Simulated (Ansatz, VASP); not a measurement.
# Two plane-wave programs on MgI2

```
Mg I
1.0
     4.20720    0.00000    0.00000
    -2.10360    3.64354    0.00000
     0.00000    0.00000    7.49925
Mg I
1 2
Direct
  0.00000 0.00000 0.00000
  0.33333 0.66667 0.77718
  0.66667 0.33333 0.22282
```

Change from the starting cell: engineering shear strain xz +0.0000, normal strain along z -0.0400.

Alike in both runs: functional PBE; k mesh 6 × 6 × 4; occupations gaussian, width 0.05 eV; no spin polarisation.

Ansatz relaxed the structure, and its values are those at the end. VASP's run is a single point on that final structure, the one shown.

```csv
,VASP,Ansatz
version,VASP 6.6.1,Ansatz 0.2.0
potentials or method,"VASP PAW PBE potentials, release 64 (Mg, I)","scalar-relativistic, plane waves, PAW"
plane-wave cutoff (eV),520,520
valence electrons in the cell,16,44
```

VASP gave:

| Quantity | Value |
| --- | --- |
| gap on the k mesh at the Fermi level (eV) | 3.60 |
| least direct gap on the mesh (eV) | 3.69 |
| pressure (GPa) | 0.0 |
| rms of the force components (eV/Å) | 0.006 |

Question: Estimate Ansatz's values.

Answer: gap on the k mesh at the Fermi level (eV): 3.62; least direct gap on the mesh (eV): 3.71; pressure (GPa): 0.1; rms of the force components (eV/Å): 0.001.

The two sets of potentials don't hold the same shells in valence. Ansatz warned: «stress_scf_threshold_loose».

Caveats: spin-orbit coupling is left out, which moves the levels of the heavy elements; this functional lacks dispersion, which binds the layers, so the pressure and a relaxed spacing across them are unreliable. A k mesh can miss the band edges.
